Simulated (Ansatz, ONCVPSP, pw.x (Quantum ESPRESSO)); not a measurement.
## pw.x on bcc Si: one setting changed

Potential: optimised norm-conserving Vanderbilt (ONCV), ONCVPSP 4.0.1.1 (patched build), PBE; core [Ne], reference 3s2 3p2; waves: 3s: rc 1.55 bohr, ncon 4, nbas 8, qcut 3.7 1/bohr, 2 projectors, debl 3.1 Ha; 3p: rc 2.45 bohr, ncon 4, nbas 7, qcut 3.5 1/bohr, 2 projectors, debl 3.9 Ha; d scattering state at 0.25 Ha: rc 2.10 bohr, ncon 4, nbas 9, qcut 4 1/bohr, 2 projectors, debl 1.3 Ha; local part: polynomial inside 1.40 bohr (lpopt 5, dvloc0 2 Ha); core correction: Teter function, fcfact 3.5, rcfact 1.45.

The reference run (k-mesh 15³, cutoffs 70/280 Ry, Fermi–Dirac 0.01 Ry, mixing_beta 0.4, conv_thr 1e-9, no spin) gives -0.19 GPa at 14.593 Å³/atom, where all-electron LAPW gives 0.35 GPa. This run, with its own iteration cap, changes k-mesh points per axis to 4.

```
&control
  calculation='scf', prefix='x', pseudo_dir='./', outdir='./tmp', tstress=.true., disk_io='none'
/
&system
  ibrav=0, nat=1, ntyp=1, ecutwfc=70, ecutrho=280, nbnd=9,
  occupations='smearing', smearing='fd', degauss=0.01
/
&electrons
  conv_thr=1e-09, mixing_beta=0.4, electron_maxstep=60
/
ATOMIC_SPECIES
Si 1.0 Si.UPF
CELL_PARAMETERS angstrom
  -1.53943562 1.53943562 1.53943562
  1.53943562 -1.53943562 1.53943562
  1.53943562 1.53943562 -1.53943562
ATOMIC_POSITIONS crystal
Si 0.0000 0.0000 0.0000
K_POINTS automatic
4 4 4 0 0 0
```

```bash
pw.x < Si.scf.in > Si.scf.out
```

Problem. How does the run end?

Solution. It converges in 6 iterations; the free energy moves by +157.9 meV/atom and the pressure by +3.61 GPa.

```
Message from routine setup:
     using ibrav=0 with symmetry is DISCOURAGED, use correct ibrav instead
     lattice parameter (alat)  =       5.0387  a.u.
     unit-cell volume          =      98.4784 (a.u.)^3
     number of electrons       =         4.00
     number of Kohn-Sham states=            9
     kinetic-energy cutoff     =      70.0000  Ry
     charge density cutoff     =     280.0000  Ry
     scf convergence threshold =      1.0E-09
     Exchange-correlation= PBE
     number of k points=     8  Fermi-Dirac smearing, width (Ry)=  0.0100
     iteration #  1     ecut=    70.00 Ry     beta= 0.40
     total energy              =      -8.49759650 Ry
     estimated scf accuracy    <       0.00344749 Ry
     iteration #  2     ecut=    70.00 Ry     beta= 0.40
     total energy              =      -8.49721363 Ry
     estimated scf accuracy    <       0.00103037 Ry
     iteration #  3     ecut=    70.00 Ry     beta= 0.40
     total energy              =      -8.49727493 Ry
     estimated scf accuracy    <       0.00000422 Ry
     iteration #  4     ecut=    70.00 Ry     beta= 0.40
     total energy              =      -8.49727683 Ry
     estimated scf accuracy    <       0.00000002 Ry
     iteration #  5     ecut=    70.00 Ry     beta= 0.40
     total energy              =      -8.49727689 Ry
     estimated scf accuracy    <          2.5E-09 Ry
     iteration #  6     ecut=    70.00 Ry     beta= 0.40
     the Fermi energy is     9.5344 ev
!    total energy              =      -8.49727689 Ry
     estimated scf accuracy    <          5.5E-10 Ry
     smearing contrib. (-TS)   =      -0.00560936 Ry
     The total energy is F=E-TS. E is the sum of the following terms:
     one-electron contribution =       4.71981717 Ry
     hartree contribution      =       0.02932744 Ry
     xc contribution           =      -3.23299171 Ry
     ewald contribution        =     -10.00782043 Ry
     convergence has been achieved in   6 iterations
          total   stress  (Ry/bohr**3)                   (kbar)     P=       34.14
     Message from routine punch:
     Nothing written, as per user request (disk_io='none')
```

The run took about 0.9 s on one core of a shared host (Neoverse-V2, 32 threads, 247 GiB, load 12).
